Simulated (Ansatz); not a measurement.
Geometry optimisation in Ansatz: input, command and trajectory.

```yaml
crystal:
  lattice:
    - [4.5847272811, 0.0, 0.0]
    - [0.0, 5.4872737533, 0.0]
    - [0.0, 0.0, 5.0426602074]
  atoms:
    - { symbol: Sn, position: [0.5, 0.6734034187, 0.75] }
    - { symbol: Sn, position: [0.0, 0.8265965813, 0.25] }
    - { symbol: Sn, position: [0.5, 0.3265965813, 0.25] }
    - { symbol: Sn, position: [0.0, 0.1734034187, 0.75] }
    - { symbol: O, position: [0.7356827267, 0.5974694245, 0.0737296794] }
    - { symbol: O, position: [0.2356827267, 0.9025305755, 0.9262703206] }
    - { symbol: O, position: [0.7643172733, 0.9025305755, 0.5737296794] }
    - { symbol: O, position: [0.2643172733, 0.5974694245, 0.4262703206] }
    - { symbol: O, position: [0.7356827267, 0.4025305755, 0.5737296794] }
    - { symbol: O, position: [0.2356827267, 0.0974694245, 0.4262703206] }
    - { symbol: O, position: [0.7643172733, 0.0974694245, 0.0737296794] }
    - { symbol: O, position: [0.2643172733, 0.4025305755, 0.9262703206] }
basis:
  ecutwfc: 420
kpoints:
  mp_grid: { grid: [6, 6, 6] }
hamiltonian:
  xc: lda
scf:
  occupations: { method: gaussian, width: 0.02 }
output:
  forces: true
  stress: true
  eigenvalues: true
relax:
  adjacent_minimum: "off"
  f_tol: 0.01
  max_steps: 30
  cell: { stress_tol: 0.1, fix: [volume] }
```

```bash
ansatz run input.yaml --threads 2 --pin off --max-ram 5120MiB --backend cpu --events-out ev --progress --plain --runs-dir out
```

Computed with DFT LDA, scalar-relativistic, plane waves, PAW (Ansatz).

The volume is held at 0.91 times that of the relaxed cell.

Of 9 frames 8 are shown, positions in Å and forces in eV/Å; the SCF threshold varies from step to step. Steps run on the plane waves of an earlier cell, with a Pulay correction in the pressure. The basis is chosen afresh for the last frame, the zero of the energies, and at times for earlier ones too; energy and pressure can step there, also at an unchanged geometry. Where two frames share a geometry here, they differ by under 2 meV/atom and 0.3 GPa.

```xyz
12
Lattice="4.5847 0.0000 0.0000 0.0000 5.4873 0.0000 0.0000 0.0000 5.0427" Properties=species:S:1:pos:R:3:forces:R:3 pbc="T T T" step=1 free_energy_over_end_meV_per_atom=1.72 pressure_GPa=23.52
Sn    2.2924    3.6951    3.7820    0.0000    0.1006    0.0000
Sn    0.0000    4.5358    1.2607    0.0000   -0.1006    0.0000
Sn    2.2924    1.7921    1.2607    0.0000   -0.1006    0.0000
Sn    0.0000    0.9515    3.7820    0.0000    0.1006    0.0000
O     3.3729    3.2785    0.3718    0.1079   -0.0739   -0.0109
O     1.0805    4.9524    4.6709    0.1079    0.0739    0.0109
O     3.5042    4.9524    2.8931   -0.1079    0.0739   -0.0109
O     1.2118    3.2785    2.1495   -0.1079   -0.0739    0.0109
O     3.3729    2.2088    2.8931    0.1079    0.0739   -0.0109
O     1.0805    0.5348    2.1495    0.1079   -0.0739    0.0109
O     3.5042    0.5348    0.3718   -0.1079   -0.0739   -0.0109
O     1.2118    2.2088    4.6709   -0.1079    0.0739    0.0109
12
Lattice="4.5807 0.0000 0.0000 0.0000 5.4833 0.0000 0.0000 0.0000 5.0508" Properties=species:S:1:pos:R:3:forces:R:3 pbc="T T T" step=2 free_energy_over_end_meV_per_atom=0.63 pressure_GPa=22.74
Sn    2.2903    3.6986    3.7881    0.0000    0.0455    0.0000
Sn    0.0000    4.5263    1.2627    0.0000   -0.0455    0.0000
Sn    2.2903    1.7846    1.2627    0.0000   -0.0455    0.0000
Sn    0.0000    0.9570    3.7881    0.0000    0.0455    0.0000
O     3.3790    3.2640    0.3649    0.0270   -0.0372   -0.0092
O     1.0886    4.9609    4.6859    0.0270    0.0372    0.0092
O     3.4921    4.9609    2.8902   -0.0270    0.0372   -0.0092
O     1.2017    3.2640    2.1605   -0.0270   -0.0372    0.0092
O     3.3790    2.2193    2.8902    0.0270    0.0372   -0.0092
O     1.0886    0.5223    2.1605    0.0270   -0.0372    0.0092
O     3.4921    0.5223    0.3649   -0.0270   -0.0372   -0.0092
O     1.2017    2.2193    4.6859   -0.0270    0.0372    0.0092
12
Lattice="4.6027 0.0000 0.0000 0.0000 5.4671 0.0000 0.0000 0.0000 5.0415" Properties=species:S:1:pos:R:3:forces:R:3 pbc="T T T" step=3 free_energy_over_end_meV_per_atom=0.20 pressure_GPa=22.05
Sn    2.3013    3.6989    3.7812    0.0000    0.0511    0.0000
Sn    0.0000    4.5018    1.2604    0.0000   -0.0511    0.0000
Sn    2.3013    1.7682    1.2604    0.0000   -0.0511    0.0000
Sn    0.0000    0.9653    3.7812    0.0000    0.0511    0.0000
O     3.3999    3.2409    0.3581   -0.0161    0.0110   -0.0161
O     1.0986    4.9597    4.6834   -0.0161   -0.0110    0.0161
O     3.5041    4.9597    2.8789    0.0161   -0.0110   -0.0161
O     1.2028    3.2409    2.1627    0.0161    0.0110    0.0161
O     3.3999    2.2262    2.8789   -0.0161   -0.0110   -0.0161
O     1.0986    0.5074    2.1627   -0.0161    0.0110    0.0161
O     3.5041    0.5074    0.3581    0.0161    0.0110   -0.0161
O     1.2028    2.2262    4.6834    0.0161   -0.0110    0.0161
12
Lattice="4.6206 0.0000 0.0000 0.0000 5.4570 0.0000 0.0000 0.0000 5.0312" Properties=species:S:1:pos:R:3:forces:R:3 pbc="T T T" step=4 free_energy_over_end_meV_per_atom=0.20 pressure_GPa=21.78
Sn    2.3103    3.7090    3.7734    0.0000   -0.0800    0.0000
Sn    0.0000    4.4765    1.2578    0.0000    0.0800    0.0000
Sn    2.3103    1.7480    1.2578    0.0000    0.0800    0.0000
Sn    0.0000    0.9805    3.7734    0.0000   -0.0800    0.0000
O     3.4093    3.2305    0.3510   -0.0099   -0.0438    0.0273
O     1.0990    4.9551    4.6802   -0.0099    0.0438   -0.0273
O     3.5217    4.9551    2.8666    0.0099    0.0438    0.0273
O     1.2113    3.2305    2.1646    0.0099   -0.0438   -0.0273
O     3.4093    2.2266    2.8666   -0.0099    0.0438    0.0273
O     1.0990    0.5020    2.1646   -0.0099   -0.0438   -0.0273
O     3.5217    0.5020    0.3510    0.0099   -0.0438    0.0273
O     1.2113    2.2266    4.6802    0.0099    0.0438   -0.0273
12
Lattice="4.6181 0.0000 0.0000 0.0000 5.4528 0.0000 0.0000 0.0000 5.0379" Properties=species:S:1:pos:R:3:forces:R:3 pbc="T T T" step=5 free_energy_over_end_meV_per_atom=0.09 pressure_GPa=21.82
Sn    2.3090    3.7009    3.7784    0.0000    0.0064    0.0000
Sn    0.0000    4.4783    1.2595    0.0000   -0.0064    0.0000
Sn    2.3090    1.7519    1.2595    0.0000   -0.0064    0.0000
Sn    0.0000    0.9745    3.7784    0.0000    0.0064    0.0000
O     3.4079    3.2274    0.3540    0.0103    0.0068    0.0026
O     1.0989    4.9518    4.6839    0.0103   -0.0068   -0.0026
O     3.5192    4.9518    2.8729   -0.0103   -0.0068    0.0026
O     1.2102    3.2274    2.1649   -0.0103    0.0068   -0.0026
O     3.4079    2.2254    2.8729    0.0103   -0.0068    0.0026
O     1.0989    0.5010    2.1649    0.0103    0.0068   -0.0026
O     3.5192    0.5010    0.3540   -0.0103    0.0068    0.0026
O     1.2102    2.2254    4.6839   -0.0103   -0.0068   -0.0026
12
Lattice="4.6177 0.0000 0.0000 0.0000 5.4550 0.0000 0.0000 0.0000 5.0363" Properties=species:S:1:pos:R:3:forces:R:3 pbc="T T T" step=6 free_energy_over_end_meV_per_atom=0.09 pressure_GPa=21.84
Sn    2.3089    3.7017    3.7772    0.0000   -0.0007    0.0000
Sn    0.0000    4.4807    1.2591    0.0000    0.0007    0.0000
Sn    2.3089    1.7532    1.2591    0.0000    0.0007    0.0000
Sn    0.0000    0.9743    3.7772    0.0000   -0.0007    0.0000
O     3.4081    3.2292    0.3542   -0.0003   -0.0001   -0.0002
O     1.0993    4.9532    4.6820   -0.0003    0.0001    0.0002
O     3.5185    4.9532    2.8724    0.0003    0.0001   -0.0002
O     1.2096    3.2292    2.1639    0.0003   -0.0001    0.0002
O     3.4081    2.2257    2.8724   -0.0003    0.0001   -0.0002
O     1.0993    0.5018    2.1639   -0.0003   -0.0001    0.0002
O     3.5185    0.5018    0.3542    0.0003   -0.0001   -0.0002
O     1.2096    2.2257    4.6820    0.0003    0.0001    0.0002
12
Lattice="4.6177 0.0000 0.0000 0.0000 5.4550 0.0000 0.0000 0.0000 5.0363" Properties=species:S:1:pos:R:3:forces:R:3 pbc="T T T" step=7 free_energy_over_end_meV_per_atom=0.01 pressure_GPa=21.86
Sn    2.3089    3.7017    3.7772    0.0000   -0.0009    0.0000
Sn    0.0000    4.4807    1.2591    0.0000    0.0009    0.0000
Sn    2.3089    1.7532    1.2591    0.0000    0.0009    0.0000
Sn    0.0000    0.9743    3.7772    0.0000   -0.0009    0.0000
O     3.4081    3.2292    0.3542    0.0000   -0.0003   -0.0001
O     1.0993    4.9532    4.6820    0.0000    0.0003    0.0001
O     3.5185    4.9532    2.8724    0.0000    0.0003   -0.0001
O     1.2096    3.2292    2.1639    0.0000   -0.0003    0.0001
O     3.4081    2.2257    2.8724    0.0000    0.0003   -0.0001
O     1.0993    0.5018    2.1639    0.0000   -0.0003    0.0001
O     3.5185    0.5018    0.3542    0.0000   -0.0003   -0.0001
O     1.2096    2.2257    4.6820    0.0000    0.0003    0.0001
12
Lattice="4.6231 0.0000 0.0000 0.0000 5.4508 0.0000 0.0000 0.0000 5.0343" Properties=species:S:1:pos:R:3:forces:R:3 pbc="T T T" step=9 free_energy_over_end_meV_per_atom=0.00 pressure_GPa=21.81
Sn    2.3115    3.7008    3.7757    0.0000    0.0000    0.0000
Sn    0.0000    4.4754    1.2586    0.0000    0.0000    0.0000
Sn    2.3115    1.7500    1.2586    0.0000    0.0000    0.0000
Sn    0.0000    0.9754    3.7757    0.0000    0.0000    0.0000
O     3.4118    3.2257    0.3535    0.0002    0.0000   -0.0003
O     1.1002    4.9505    4.6809    0.0002    0.0000    0.0003
O     3.5228    4.9505    2.8706   -0.0002    0.0000   -0.0003
O     1.2113    3.2257    2.1637   -0.0002    0.0000    0.0003
O     3.4118    2.2251    2.8706    0.0002    0.0000   -0.0003
O     1.1002    0.5003    2.1637    0.0002    0.0000    0.0003
O     3.5228    0.5003    0.3535   -0.0002    0.0000   -0.0003
O     1.2113    2.2251    4.6809   -0.0002    0.0000    0.0003
```

The run took 2.5 min on 2 threads of Arm Neoverse V1, on a shared host, peak memory 0.66 GiB.